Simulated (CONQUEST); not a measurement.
# KMgF3 under changes of volume

One of the cells (12.665 Å³/atom); the others are scaled copies at fixed shape and fractional positions:

```xyz
5
Lattice="3.9859 0.0000 0.0000 0.0000 3.9859 0.0000 0.0000 0.0000 3.9859" Properties=species:S:1:pos:R:3 pbc="T T T"
K     1.9929    1.9929    1.9929
Mg    0.0000    0.0000    0.0000
F     1.9929    0.0000    0.0000
F     0.0000    1.9929    0.0000
F     0.0000    0.0000    1.9929
```

| Property | Result |
| --- | --- |
| Program | CONQUEST 1.3 |
| Functional | PBEsol |
| Potentials or basis | PseudoDojo NC PBEsol, DZP, grid of 48 × 48 × 48 points |
| k mesh | 7 × 7 × 7 |
| Occupations | fermi-dirac, width 0.05 eV |
| Spin | no spin polarisation |

| volume (Å³/atom) | energy over the lowest point (meV/atom) | pressure (GPa) | gap on the mesh (eV) |
| --- | --- | --- | --- |
| 11.905 | ? | ? | ? |
| 12.159 | 9.49 | 4.8 | 7.38 |
| 12.412 | 3.56 | 2.8 | 7.22 |
| 12.665 | 0.67 | 1.0 | 7.06 |
| 12.918 | 0.00 | -0.2 | 6.91 |
| 13.172 | 1.72 | -1.8 | 6.77 |
| 13.425 | 5.55 | -3.2 | 6.63 |

Problem. What does the run at 11.905 Å³/atom give?

Solution. Energy over the lowest point 18.81 meV/atom; pressure 7.0 GPa; gap on the mesh 7.55 eV.

Worked out: A Birch-Murnaghan fit of order 3 (a polynomial in V^(-2/3)) to the other rows has its minimum at 12.85 Å³/atom with B0 = V·E''(V) = 75 GPa and B' = 4.0. It gives 18.39 meV/atom at 11.905 Å³/atom, against the run's 18.81, and -dE/dV = 6.7 GPa, against 7.0. A straight line through the other rows of the gap, of slope -7.57 eV per unit of ln V, extrapolates to 7.53 eV, against the run's 7.55.

Energies are extrapolated to zero smearing.

Caveats: an odd mesh through Γ misses points on the zone boundary, where band edges often lie; the basis of atomic orbitals isn't converged, which shifts pressures, moduli and gaps.
